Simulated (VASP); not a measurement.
# P (P2/m) in VASP: notebook

The runs below take P through single point, with PBE.

Program: VASP 6.6.1. These are calculated values, not measurements. Logs are shortened: lines on timing, memory, paths and dates and some standing lists are left out, and cuts for length are marked.

## (1) The structure

The structure is monoclinic, space group P2/m (No. 10). The conventional cell has a = 2.425 Å, b = 2.439 Å, c = 4.852 Å, α = 90.00°, β = 90.24°, γ = 90.00°. P (site symmetry m) has 6 P at 2.42 to 2.44 Å as nearest neighbours.

This isn't the form of P at room conditions, which is orthorhombic.

## (2) Single point, PBE

Contents of INCAR:

```
PREC = Accurate
ENCUT = 340
EDIFF = 1E-6
ISMEAR = 0
SIGMA = 0.1
LREAL = False
LASPH = True
NELM = 100
ALGO = Normal
ISIF = 2
LWAVE = False
LCHARG = False
GGA = PE
ADDGRID = False
```

Contents of KPOINTS:

```
regular mesh
0
Gamma
  14 14 7
```

Contents of POSCAR:

```
P
1.0
    2.4246941115      0.0000000000      0.0000000000
    0.0000000000      2.4385351442      0.0000000000
   -0.0203144631      0.0000000000      4.8524328982
P
2
Direct
    0.0000000300      0.0000000000      0.7494253600
    0.9999999700      0.0000000000      0.2505746400
```

Potentials or basis: VASP PAW PBE potentials, release 64 (P).

Started as:

```
$ cat potpaw_PBE.64/P/POTCAR > POTCAR
$ mpirun -np 1 vasp_std > vasp.out
```

OUTCAR:

```text
PREC = Accurate
   ENCUT = 340
   EDIFF = 1E-6
   ISMEAR = 0
   LREAL = False
   LASPH = True
   NELM = 100
   ISIF = 2
   GGA = PE

 Found    400 irreducible k-points:

 Following reciprocal coordinates:
            Coordinates               Weight
  0.000000  0.000000  0.000000      1.000000
  0.071429  0.000000  0.000000      2.000000
  0.142857  0.000000  0.000000      2.000000
  0.214286  0.000000  0.000000      2.000000
  0.285714  0.000000  0.000000      2.000000
  0.357143  0.000000  0.000000      2.000000
   k-points           NKPTS =    400   k-points in BZ     NKDIM =    400   number of bands    NBANDS=      9
   number of dos      NEDOS =    301   number of ions     NIONS =      2
   total plane-waves  NPLWV =   7680
   dimension x,y,z NGX =    16 NGY =   16 NGZ =   30
   dimension x,y,z NGXF=    32 NGYF=   32 NGZF=   60
   ions per type =               2
   NGX,Y,Z   is equivalent  to a cutoff of  10.97, 10.91, 10.28 a.u.
   NGXF,Y,Z  is equivalent  to a cutoff of  21.94, 21.82, 20.56 a.u.
 SYSTEM =  unknown system
   PREC   = accura    normal or accurate (medium, high low for compatibility)
   ISTART =      0    job   : 0-new  1-cont  2-samecut
   ICHARG =      2    charge: 1-file 2-atom 10-const
   ISPIN  =      1    spin polarized calculation?
   LNONCOLLINEAR =      F non collinear calculations
   LSORBIT =      F    spin-orbit coupling
   LASPH  =      T    aspherical Exc in radial PAW
   ENCUT  =  340.0 eV  24.99 Ry    5.00 a.u.   3.65  3.67  7.30*2*pi/ulx,y,z
   NELM   =    100;   NELMIN=  2; NELMDL= -5     # of ELM steps
   EDIFF  = 0.1E-05   stopping-criterion for ELM
   LREAL  =      F    real-space projection
   EDIFFG = 0.1E-04   stopping-criterion for IOM
   NSW    =      0    number of steps for IOM
   IBRION =     -1    ionic relax: 0-MD 1-quasi-New 2-CG
   NFREE  =      0    steps in history (QN), initial steepest desc. (CG)
   ISIF   =      2    stress and relaxation
   ISYM   =      2    0-nonsym 1-usesym 2-fastsym
   POTIM  = 0.5000    time-step for ionic-motion
   TEBEG  =    0.0;   TEEND  =   0.0 temperature during run
   PSTRESS=    0.0 pullay stress
   NELECT =      10.0000    total number of electrons
   NUPDOWN=      -1.0000    fix difference up-down
   EMIN   =  10.00;   EMAX   =-10.00  energy-range for DOS
   EFERMI =   0.00;   METHOD = LEGACY
   ISMEAR =     0;   SIGMA  =   0.10  broadening in eV -4-tet -1-fermi 0-gaus
   EFERMI_NEDOS =   21; number of points for ismear=-14 and -15
   IALGO  =     38    algorithm
   IMIX   =      4    mixing-type and parameters
     AMIX     =   0.40;   BMIX     =  1.00
     AMIX_MAG =   1.60;   BMIX_MAG =  1.00
  volume/ion in A,a.u.               =      14.35        96.81
  Fermi-wavevector in a.u.,A,eV,Ry     =   1.152107  2.177167 18.059715  1.327352
  Thomas-Fermi vector in A             =   2.288761
   LORBIT       =      0    0 simple, 1 ext, 2 COOP (PROOUT), +10 PAW based schemes
   GGA     = PE    functional components
   LHFCALC =     F    Hartree Fock is set to
   AEXX    =    0.0000 exact exchange contribution
   IVDW    =     0    specifies the selected vdW correction
   LEPSILON=     F    determine dielectric tensor
   LRPA    =     F    only Hartree local field effects (RPA)
 non-spin polarized calculation
 Gauss-broadening in eV      SIGMA  =   0.10
  energy-cutoff  :      340.00
  volume of cell :       28.69
 maximum number of plane-waves:       422
   NGX =  7   NGY =  7   NGZ = 15

 number of electron      10.0000005 magnetization

 Free energy of the ion-electron system (eV)
  ---------------------------------------------------
  ext. energy  EPLUGINS =         0.00000000
  ---------------------------------------------------
  free energy    TOTEN  =       -10.53908530 eV

  energy without entropy =      -10.53471755  energy(sigma->0) =      -10.53690143

 E-fermi :   9.8199     XC(G=0): -11.3431

 val. band max:        9.8192534429   @ k =   0.5000   0.2857   0.4286
 cond. band min:       9.8235514702   @ k =  -0.2857   0.5000   0.4286
 fundamental gap:      0.0042980273
 Fermi energy:         9.8199017315

 k-point     1 :       0.0000    0.0000    0.0000
  band No.  band energies     occupation
      1      -6.7939      2.00000
      2      -2.3661      2.00000
      3       1.0626      2.00000
      4      14.8090      0.00000
      5      15.0170      0.00000
      6      15.0581      0.00000
      7      16.6149      0.00000
      8      16.6817      0.00000
      9      17.7352      0.00000

 k-point     2 :       0.0714    0.0000    0.0000
  band No.  band energies     occupation
      1      -6.6753      2.00000
      2      -2.2469      2.00000
      3       1.1701      2.00000
      4      13.0531      0.00000
      5      14.9028      0.00000
      6      15.1177      0.00000
      7      16.1898      0.00000
      8      16.7240      0.00000
      9      17.8046      0.00000

 k-point     3 :       0.1429    0.0000    0.0000
  band No.  band energies     occupation
      1      -6.3214      2.00000
      2      -1.8908      2.00000
      3       1.4889      2.00000
      4      10.4603      0.00000
      5      13.8474      0.00000
      6      15.1807      0.00000
      7      15.3950      0.00000
      8      17.0032      0.00000
      9      18.0646      0.00000

 k-point     4 :       0.2143    0.0000    0.0000
  band No.  band energies     occupation
      1      -5.7381      2.00000
      2      -1.3017      2.00000
      3       2.0070      2.00000
      4       7.9598      2.00000
      5      11.5259      0.00000
      6      15.6295      0.00000
      7      15.8427      0.00000
      8      17.1300      0.00000
      9      17.4399      0.00000

 k-point     5 :       0.2857    0.0000    0.0000
  band No.  band energies     occupation
      1      -4.9396      2.00000
      2      -0.4879      2.00000
      3       2.6955      2.00000
      4       5.6376      2.00000
      5       9.3193      2.00000
      6      14.7795      0.00000
      7      16.2191      0.00000
      8      16.4310      0.00000
      9      17.9952      0.00000

 k-point     6 :       0.3571    0.0000    0.0000
  band No.  band energies     occupation
      1      -3.9625      2.00000
      2       0.5311      2.00000
      3       3.4860      2.00000
      4       3.5591      2.00000
      5       7.2861      2.00000
      6      12.7889      0.00000
      7      16.8825      0.00000
      8      17.0932      0.00000
      9      18.5831      0.00000

 [... further k-points ...]

------------------------ aborting loop because EDIFF is reached ----------------------------------------

  FORCE on cell =-STRESS in cart. coord.  units (eV):
  Direction    XX          YY          ZZ          XY          YZ          ZX
  --------------------------------------------------------------------------------------
  -------------------------------------------------------------------------------------
  Total        0.4531461      0.3526090      0.4413316      0.0000000      0.0000000      0.0125036
  in kB       25.3048258     19.6905783     24.6450712      0.0000000      0.0000000      0.6982331
  external PRESSURE =      23.2134918 kB  Pullay stress =       0.0000000 kB

 VOLUME and BASIS-vectors are now :
 -----------------------------------------------------------------------------
  energy-cutoff  :      340.00
  volume of cell :       28.69
      direct lattice vectors                 reciprocal lattice vectors
     2.424694112  0.000000000  0.000000000     0.412423157  0.000000000  0.001726589
     0.000000000  2.438535144  0.000000000     0.000000000  0.410082259  0.000000000
    -0.020314463  0.000000000  4.852432898     0.000000000  0.000000000  0.206082190

 POSITION                                       TOTAL-FORCE (eV/Angst)
 -----------------------------------------------------------------------------------
     -0.01522      0.00000      3.63654         0.000289      0.000000     -0.004807
      2.41960      0.00000      1.21590        -0.000289      0.000000      0.004807
 -----------------------------------------------------------------------------------
    total drift:                                0.000000      0.000000     -0.000000

  FREE ENERGIE OF THE ION-ELECTRON SYSTEM (eV)
  ---------------------------------------------------
  free  energy   TOTEN  =       -10.5390853007 eV

  energy  without entropy=      -10.5347175548  energy(sigma->0) =      -10.53690143
```

stdout:

```text
POSCAR found type information on POSCAR P
 POSCAR found :  1 types and       2 ions
 scaLAPACK will be used
 LDA part: xc-table for (Slater+PW92), standard interpolation
 POSCAR, INCAR and KPOINTS ok, starting setup
 FFT: planning ... GRIDC
 FFT: planning ... GRID_SOFT
 FFT: planning ... GRID
 WAVECAR not read
 entering main loop
```

It took 35 s on 1 thread of Intel Xeon Platinum 8259CL at 2.50GHz (Skylake/Cascade Lake), shared host; peak memory 0.15 GiB.

These settings aren't checked as converged: the numbers below hold their error.

What came out:

```
Free energy            : -10.5391 eV
Pressure               : 2.3 GPa
Largest force          : 0.005 eV/Å
Band gap on the k mesh : none (metal or under the smearing width)
```

[end of part 1 of 2]
